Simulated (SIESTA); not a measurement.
Crystal: Gd.

```
CELL_PARAMETERS angstrom
3.63600 0.00000 0.00000
-1.81800 3.14887 0.00000
0.00000 0.00000 5.78260
ATOMIC_POSITIONS crystal
Gd 0.66667 0.33333 0.75000
Gd 0.33333 0.66667 0.25000
```

Base run:

| Property | Result |
| --- | --- |
| Program | SIESTA 5.4.2 |
| Functional | PBE |
| Potentials or basis | PseudoDojo 3+ lanthanides (4f in the core) (PBE files) |
| Basis | SZ (energy shift 0.003 Ry) |
| Grid cutoff | 800 Ry |
| Energy shift | 0.003 Ry |
| k mesh | 8 × 8 × 5 |
| Occupations | fermi-dirac, width 0.05 eV |
| Spin | collinear spin, ferromagnetic start |
| Starting moments | [7.0, 7.0] μB |

Its results: band gap on the k mesh none (metal or under the smearing width); pressure -3.5 GPa; net moment 0.00 μB per cell.

The run is repeated on the same cell with these changes: basis from SZ (energy shift 0.003 Ry) to TZDP (energy shift 0.003 Ry; two zetas on semicore shells). What comes out?

Band gap on the k mesh none (metal or under the smearing width); pressure -0.4 GPa; net moment 0.00 μB per cell.

Caveats: spin-orbit coupling is left out, which moves the levels of the heavy elements; the 4f electrons are frozen in the core as for a trivalent ion, so they carry no moment and show no levels; the basis of atomic orbitals isn't converged, which shifts pressures, moduli and gaps; the basis has no polarisation orbitals (some runs).
